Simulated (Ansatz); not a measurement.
# AlCo: the cost of one run

Program: Ansatz 0.2.0. Level of theory: DFT PBE, scalar-relativistic, plane waves, PAW. These are calculated values, not measurements.

4 further runs of the same task are left out: 4 set aside as unsound or not needed.

### 1 The structure to begin with

It takes space group Pm-3m (No. 221, cubic). Conventional cell: a = 2.852 Å, b = 2.852 Å, c = 2.852 Å, α = 90.00°, β = 90.00°, γ = 90.00°. Al (site symmetry m-3m) has 8 Co at 2.47 Å as nearest neighbours. Co (site symmetry m-3m) has 8 Al at 2.47 Å as nearest neighbours.

Structure file:

```cif
data_structure
_symmetry_space_group_name_H-M 'Pm-3m'
_symmetry_Int_Tables_number 221
_cell_length_a 2.8519
_cell_length_b 2.8519
_cell_length_c 2.8519
_cell_angle_alpha 90.000
_cell_angle_beta 90.000
_cell_angle_gamma 90.000
_cell_volume 23.20
loop_
_atom_site_label
_atom_site_type_symbol
_atom_site_symmetry_multiplicity
_atom_site_Wyckoff_symbol
_atom_site_fract_x
_atom_site_fract_y
_atom_site_fract_z
_atom_site_occupancy
Al1 Al 1 a 0.00000 0.00000 0.00000 1
Co1 Co 1 b 0.50000 0.50000 0.50000 1
```

It goes back to an entry of the Materials Project.

It is the result of an earlier relaxation at this level (volume 11.60 Å³/atom; gap on the mesh: none (metal)).

### 2 The (110) antiphase boundary, species swapped

The upper half of the cell takes the other sublattice, which makes two boundaries. Atoms and height relax; energies count from the bulk on a matched mesh, -2832.4187 eV an atom.

The cell holds 8 Al, 8 Co: a = 2.852 Å, b = 4.033 Å, c = 16.133 Å, α = 90.00°, β = 90.00°, γ = 90.00°.

### 3 The relaxation run

File input.yaml:

```yaml
crystal:
  lattice:
    - [2.851902336, 0.0, 0.0]
    - [0.0, 4.0331989621, 0.0]
    - [0.0, 0.0, 16.1327958484]
  atoms:
    - { symbol: Al, position: [0.0, 0.0, 0.0] }
    - { symbol: Al, position: [0.0, 0.5, 0.125] }
    - { symbol: Co, position: [0.5, 0.5, 0.0] }
    - { symbol: Co, position: [0.5, 0.0, 0.125] }
    - { symbol: Al, position: [0.0, 1.0, 0.25] }
    - { symbol: Al, position: [0.0, 0.5, 0.375] }
    - { symbol: Co, position: [0.5, 0.5, 0.25] }
    - { symbol: Co, position: [0.5, 0.0, 0.375] }
    - { symbol: Co, position: [0.0, 1.0, 0.5] }
    - { symbol: Co, position: [0.0, 0.5, 0.625] }
    - { symbol: Al, position: [0.5, 0.5, 0.5] }
    - { symbol: Al, position: [0.5, 0.0, 0.625] }
    - { symbol: Co, position: [0.0, 1.0, 0.75] }
    - { symbol: Co, position: [0.0, 0.5, 0.875] }
    - { symbol: Al, position: [0.5, 0.5, 0.75] }
    - { symbol: Al, position: [0.5, 0.0, 0.875] }
basis:
  ecutwfc: 420
kpoints:
  mp_grid: { grid: [12, 8, 2] }
hamiltonian:
  xc: pbe
scf:
  occupations: { method: gaussian, width: 0.1 }
output:
  forces: true
  stress: true
  eigenvalues: true
  populations: true
  write_density: true
  write_potential: true
  elf: true
  volumetric_format: npy
relax:
  adjacent_minimum: "off"
  f_tol: 0.02
  max_steps: 45
  cell: { fix: [a, b, alpha, beta, gamma], stress_tol: 0.1 }
```

On the command line:

```
$ ansatz run input.yaml --threads 2 --pin off --max-ram 5120MiB --backend cpu --events-out ev --progress --plain --runs-dir out
```

**Question.** How long does this run take on 2 threads of Arm Neoverse V2, shared host, and how much memory does it need?

About 5.5 min, with a peak of 1.1 GiB.
